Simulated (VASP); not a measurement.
La2O3: atomic charges with PBE

The system is La2O3.

```
La O
1.0
     6.37027    0.00000    0.00000
    -3.18514    5.51682    0.00000
     0.00000    0.00000    3.28989
La O
2 3
Direct
  0.66667 0.33333 0.49810
  0.33333 0.66667 0.50190
  0.50461 0.00000 0.00000
  0.00000 0.50461 0.00000
  0.49539 0.49539 0.00000
```

The cell comes from a database or a generator and needn't be the stable form of this composition.

- Program: VASP 6.6.1
- Task: atomic charges
- Functional: PBE
- Potentials or basis: VASP PAW PBE potentials, release 64 (La, O)
- Cutoff: 520 eV
- k mesh: 5 × 5 × 8
- Occupations: gaussian, width 0.02 eV
- Spin: no spin polarisation
- Further INCAR settings: ALGO = Normal; EDIFF = 1e-06

```yaml
Pressure: -0.3 GPa
Largest_force: 0.036 eV/Å
Band_gap_on_the_k_mesh: 1.64 eV, indirect (least direct gap 2.08 eV)
Valence_electrons_inside_the_program's_atomic_spheres: La 8.59; O 4.99
```

Forces in eV/Å, atoms in the order of the input:
```
La   0.000  0.000  0.010
La   0.000  0.000 -0.010
O   -0.036  0.000  0.000
O    0.018 -0.031  0.000
O    0.018  0.031  0.000
```

Stress tensor (GPa, compression positive):
```
-0.21  0.00  0.00
 0.00 -0.21  0.00
 0.00  0.00 -0.50
```

Levels at points of the mesh, in eV from the valence-band top:
```
           k point  band 16  band 17  band 18  band 19  band 20  band 21  band 22  band 23  band 24
(0.00, 0.00, 0.00)    -1.81    -0.94    -0.94    -0.63    -0.43     1.64     3.51     4.00     4.00
(0.00, 0.00, 0.50)    -1.45    -1.08    -1.08    -0.25     0.00     4.28     4.34     4.36     4.43
```

Wall time 2.1 min on 1 thread of AMD EPYC 7R43 64-Core Processor (Zen 3) (shared host), peak memory 0.23 GiB.

Caveat: spin-orbit coupling is left out, which moves the levels of the heavy elements; an odd mesh through Γ misses points on the zone boundary, where band edges often lie. As with any semilocal functional, this PBE gap is likely too small.
